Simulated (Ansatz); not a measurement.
Set up this calculation in Ansatz 0.2.0, as the native input.

```yaml
Task: band structure
Functional: PBEsol
Potentials_or_basis: Ansatz PAW
Cutoff: "420 eV (not typed: the program's choice for these potentials)"
k_mesh: 6 × 6 × 6
Occupations: fermi-dirac, width 0.05 eV
Spin: no spin polarisation
Hubbard_terms: Cu d U = 3 eV
Path: "[[\"G\", \"X\", \"M\", \"G\", \"R\", \"X\"], [\"M\", \"R\"]]"
Points_for_each_segment_of_the_path: 14
Hubbard_projectors: ortho-atomic (the default)
Double_counting: fll (the default)
```

Cu2O (Cuprite):

```
CELL_PARAMETERS angstrom
4.26000 0.00000 0.00000
0.00000 4.26000 0.00000
0.00000 0.00000 4.26000
ATOMIC_POSITIONS crystal
Cu 0.75000 0.25000 0.75000
Cu 0.75000 0.75000 0.25000
Cu 0.25000 0.75000 0.75000
Cu 0.25000 0.25000 0.25000
O 0.50000 0.50000 0.50000
O 0.00000 0.00000 0.00000
```

The input as run:

input.yaml

```yaml
crystal:
  lattice:
    - [4.26, 0.0, 0.0]
    - [0.0, 4.26, 0.0]
    - [0.0, 0.0, 4.26]
  atoms:
    - { symbol: Cu, position: [0.75, 0.25, 0.75] }
    - { symbol: Cu, position: [0.75, 0.75, 0.25] }
    - { symbol: Cu, position: [0.25, 0.75, 0.75] }
    - { symbol: Cu, position: [0.25, 0.25, 0.25] }
    - { symbol: O, position: [0.5, 0.5, 0.5] }
    - { symbol: O, position: [0.0, 0.0, 0.0] }
hamiltonian:
  xc: pbesol
  pseudopotentials: { kind: paw }
  hubbard: { sites: [{ species: Cu, l: d, u_eff: 3.0 }] }
kpoints:
  mp_grid: { grid: [6, 6, 6] }
  band_path:
    path:
      - [[0.0, 0.0, 0.0], [0.0, 0.5, 0.0], [0.5, 0.5, 0.0], [0.0, 0.0, 0.0], [0.5, 0.5, 0.5], [0.0, 0.5, 0.0]]
      - [[0.5, 0.5, 0.0], [0.5, 0.5, 0.5]]
    npoints: 14
scf:
  occupations: { method: fermi_dirac, width: 0.05 }
  n_extra_bands: 15
output:
  forces: true
  stress: true
  eigenvalues: true
  fatbands: false
```

Potentials or basis: Ansatz PAW.

Command:

```bash
$ ansatz run input.yaml --threads 2 --pin off --max-ram 5120MiB --backend cpu --events-out ev --progress --plain --runs-dir out
```

It gave:

| Property | Result |
| --- | --- |
| Pressure | -1.4 GPa |
| Band gap on the k mesh | 0.70 eV, direct |
| Band gap along the path | 0.70 eV, direct |

Caveat: the pressure holds a Pulay correction of +0.4 GPa for the finite cutoff; the PAW data sets come from PBE, with cores solved anew for the run's functional, which leaves a small shift of forces and pressure.

Wall time 7.7 s on 2 threads of Arm Neoverse V2, with other jobs on the host, peak memory 0.54 GiB.
